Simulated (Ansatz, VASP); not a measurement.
# BAs: VASP beside Ansatz, part 2 of 2

Aim: how closely do two programs agree when they are given the same cell, functional and k mesh? The cell is taken from a series of runs on this material, whose earlier steps may have relaxed, scaled, displaced or heated it; both programs get it as it stands.

VASP 6.6.1 and Ansatz 0.2.0.

So far: The starting structure; VASP: zone-centre phonons, LDA, pair 1; Ansatz: zone-centre phonons, LDA, pair 1; Comparison.

### 5. VASP: zone-centre phonons, LDA, pair 2

Level of this step: LDA; plane waves and PAW (B, As) (VASP).

Second derivatives magnify differences that forces hide, and they need a tight electronic threshold. The cell compared in this pair holds 25.90 Å³, against 25.70 Å³ for the pair before.

Input file INCAR:

```
SYSTEM = BAs
PREC = Accurate
ENCUT = 500
EDIFF = 1E-08
NELM = 120
ISMEAR = 0
SIGMA = 0.01
LREAL = .FALSE.
ALGO = Normal
GGA = CA
NBANDS = 10
LORBIT = 11
LWAVE = .FALSE.
LCHARG = .FALSE.
ISIF = 2
IBRION = 8
LASPH = .TRUE.
GGA_COMPAT = .FALSE.
EFERMI = MIDGAP
KPAR = 2
```

Input file POSCAR:

```
BAs
1.0
   -0.0362955551      2.3311515821      2.3837504929
    2.3311515821     -0.0362955551      2.3837504929
    2.2948560270      2.2948560270      0.0000000000
B As
1 1
Direct
    0.0015535320      0.0015535320      0.9984464680
    0.7484464680      0.7484464680      0.7515535320
```

Input file KPOINTS:

```
Automatic mesh
0
Gamma
12 12 12
0 0 0
```

PAW data sets: B and As (LDA family, release 64).

Started as:

```console
$ mpirun -np 2 vasp_std
```

Numbers of over 12 decimals in the logs are rounded to 6 here.

Output:

```text
[... set-up lines as in an earlier step ...]
 entering main loop
       N       E                     dE             d eps       ncg     rms          rms(c)
DAV:   1     0.108563214831E+02    0.10856E+02   -0.38341E+03  5608   0.690E+02
DAV:   2    -0.131035030134E+02   -0.23960E+02   -0.22919E+02  7624   0.108E+02
DAV:   3    -0.137302077263E+02   -0.62670E+00   -0.62567E+00  6734   0.173E+01
DAV:   4    -0.137317942984E+02   -0.15866E-02   -0.15865E-02  6822   0.975E-01
[...]
DAV:  11    -0.128966551643E+02   -0.13893E-05   -0.18850E-06  6740   0.100E-02    0.133E-02
DAV:  12    -0.128966550313E+02    0.13295E-06   -0.62712E-07  6164   0.368E-03    0.224E-03
DAV:  13    -0.128966550348E+02   -0.35284E-08   -0.34857E-08  6482   0.122E-03
   1 F= -.12896655E+02 E0= -.12896655E+02  d E =0.000000E+00
 Linear response reoptimize wavefunctions to high precision
DAV:   1    -0.128966550341E+02    0.72890E-09   -0.53098E-09  6200   0.350E-04
DAV:   2    -0.128966550341E+02   -0.79012E-11   -0.12455E-10  3456   0.902E-05
 Linear response DOF=           4
 Linear response progress:
[...]
RMM:  10    -0.374680479185E-01   -0.33932E-08   -0.21312E-09 23342   0.216E-05    0.238E-07
 first order change of Fermi-energy  -0.43761E-05
 force on displaced ion       2 direction 1 : -18.005  -0.632   0.000
 Linear response progress:
  Degree of freedom:   4/  4
       N       E                     dE             d eps       ncg     rms          rms(c)
RMM:   1    -0.397878704500E-01   -0.39788E-01    0.31498E-02 13279   0.115E+00
RMM:   2    -0.377440809200E-01    0.20438E-02   -0.90158E-04  8882   0.214E-01    0.101E-01
RMM:   3    -0.376452548693E-01    0.98826E-04   -0.17497E-05  9489   0.279E-02    0.589E-02
RMM:   4    -0.376970415034E-01   -0.51787E-04   -0.18748E-05  9370   0.298E-02    0.362E-03
RMM:   5    -0.376945462679E-01    0.24952E-05   -0.22746E-07  9828   0.301E-03    0.150E-03
RMM:   6    -0.376883150911E-01    0.62312E-05   -0.61367E-09  9716   0.734E-04    0.104E-04
RMM:   7    -0.376880839409E-01    0.23115E-06    0.18772E-09 10021   0.856E-05    0.451E-05
RMM:   8    -0.376878605967E-01    0.22334E-06    0.20152E-09 10075   0.573E-05    0.950E-06
RMM:   9    -0.376878643114E-01   -0.37147E-08    0.14700E-09  9950   0.231E-05    0.230E-06
 first order change of Fermi-energy  -0.36682E+01
 force on displaced ion       2 direction 3 :  -0.000  -0.000 -18.054
 Linear response finished
```

Parts of OUTCAR (step 5):

```text
  Total        1.0228224      1.0228224      0.1832015      0.8518455      0.0000000      0.0000000
  in kB       63.2680281     63.2680281     11.3321701     52.6920242      0.0000000      0.0000000
  external PRESSURE =      45.9560755 kB  Pullay stress =       0.0000000 kB

 POSITION                                       TOTAL-FORCE (eV/Angst)
 -----------------------------------------------------------------------------------
      2.29486      2.29486      0.00741         0.000000      0.000000      0.009029
      3.44228      3.44228      3.56822        -0.000000     -0.000000     -0.009029
 -----------------------------------------------------------------------------------
    total drift:                                0.000000      0.000000      0.000173

[... 1 part as in an earlier step ...]

[... 1 further part left out ...]
```

### 6. Ansatz: zone-centre phonons, LDA, pair 2

The same cell, functional (in two slightly different forms) and mesh now go to Ansatz, which takes its cutoff from its data sets.

The cell is taken from a series of runs on this material, whose earlier steps may have relaxed, scaled, displaced or heated it; both programs get it as it stands.

Input file input.yaml:

```yaml
crystal:
  lattice:
    - [-0.0362955551, 2.3311515821, 2.3837504929]
    - [2.3311515821, -0.0362955551, 2.3837504929]
    - [2.294856027, 2.294856027, 0.0]
  atoms:
    - { symbol: B, position: [0.001553532, 0.001553532, -0.001553532] }
    - { symbol: As, position: [0.748446468, 0.748446468, 0.751553532] }
kpoints:
  mp_grid: { grid: [12, 12, 12] }
hamiltonian:
  xc: lda
  pseudopotentials: { kind: paw, azcp: { folder: soft_1 }, xc_functional: pbe }
scf:
  occupations: { method: fixed }
output:
  eigenvalues: true
phonons:
  method: dfpt
```

Started as:

```console
$ ansatz run input.yaml --threads 4 --pin off --max-ram 10240MiB --backend cpu --events-out ev --progress --plain --runs-dir out
```

Output:

```text
[...]
Crystal: 2 atoms, lattice volume = 25.902 Å³
Basis set: ecut = 420 eV, 531 PW (Γ), exchange–correlation on 48×48×48 points (8 copies of the dense FFT grid, shifted against one another)
Bands: 13, of which v1, the nominal top of the filled ones, is band 9 counted from 1 (8 counted from 0)
Symmetry: 4 space group operations
k-points: 476 of 1728 (irreducible under 2 space group operations, time reversal used)
[...]
k-point 1: bands = [... 5 lower, -4.5200, 10.2772, 10.9068, 10.9655, 14.5753, 14.6966, 14.9603, 17.2087]
  k-point 2: bands = [... 5 lower, -4.1565, 8.3405, 10.4119, 10.4271, 14.5766, 15.2541, 15.5353, 18.3854]
  k-point 475: bands = [... 5 lower, -0.3993, 2.3927, 6.8285, 7.3528, 12.3895, 13.1094, 22.8782, 23.0300]
[...]
ASR residual: 3.962e-5 → 0.000e0 eV/Å²; symmetrization residual: 6.590e-7 eV/Å²
  ASR residual per site (eV/Å²): 3.96e-5 1.18e-5
  Γ frequencies (cm⁻¹): 0.00 0.00 0.00 702.09 715.47 727.26
[...]
[key lines of the parts left out:]
SCF converged after 9 iterations
Free energy (F): -4923.509929 eV
Fermi energy:    11.456905 eV
```

### 7. Side by side

What differs besides the data sets and the points named for the pairs above, as far as they apply: the data sets hold 18 valence electrons in Ansatz (on its PAW soft_1 files) and 8 in VASP. Total energies have different zeros and are not compared.

Compared:

```
             quantity  Ansatz   VASP  difference
optical mode 1 (cm⁻¹)   702.1  707.1     -0.71 %
optical mode 2 (cm⁻¹)   715.5  720.9     -0.76 %
optical mode 3 (cm⁻¹)   727.3  732.4     -0.70 %
```

Modes are paired by rising frequency, not by their patterns, so a pair may set unlike modes beside each other; they are those without the splitting of longitudinal modes.

### 8. Results

```
r.m.s. difference of the optical zone-centre modes, each program's sorted by frequency (zone-centre phonons, LDA, pair 1) : 5.3 cm⁻¹
difference in optical mode 2 (zone-centre phonons, LDA, pair 1)                                                           : -0.8 %
r.m.s. difference of the optical zone-centre modes, each program's sorted by frequency (zone-centre phonons, LDA, pair 2) : 5.2 cm⁻¹
difference in optical mode 2 (zone-centre phonons, LDA, pair 2)                                                           : -0.8 %
```

What this shows: The r.m.s. difference of the optical zone-centre modes, each program's sorted by frequency is 5.3 cm⁻¹ (zone-centre phonons, LDA, pair 1). The data sets hold unlike numbers of valence electrons (18 in Ansatz and 8 in VASP), so part of the differences comes from the potentials. Among the rows given in per cent, the largest difference of the zone-centre phonons, LDA, pair 1 pair is in optical mode 2, -0.8 %. Among the rows given in per cent, the largest difference of the zone-centre phonons, LDA, pair 2 pair is in optical mode 2, -0.8 %. Such differences can come from data sets, numerical settings and the points named under the comparisons, not from the functional's error against experiment.

[Lines on the potential files, build, host, timing and source positions are cut from VASP's logs without a mark.]

[Logs are printed without paths, hosts, clocks, repeated set-up lines and the standing remarks that a program may print on its own settings, such as how far it seeks lower states.]

[Hosts, paths, dates, database ids (printed as entryN), source tags and the programs' standing remarks are cut or masked in the printed files.]
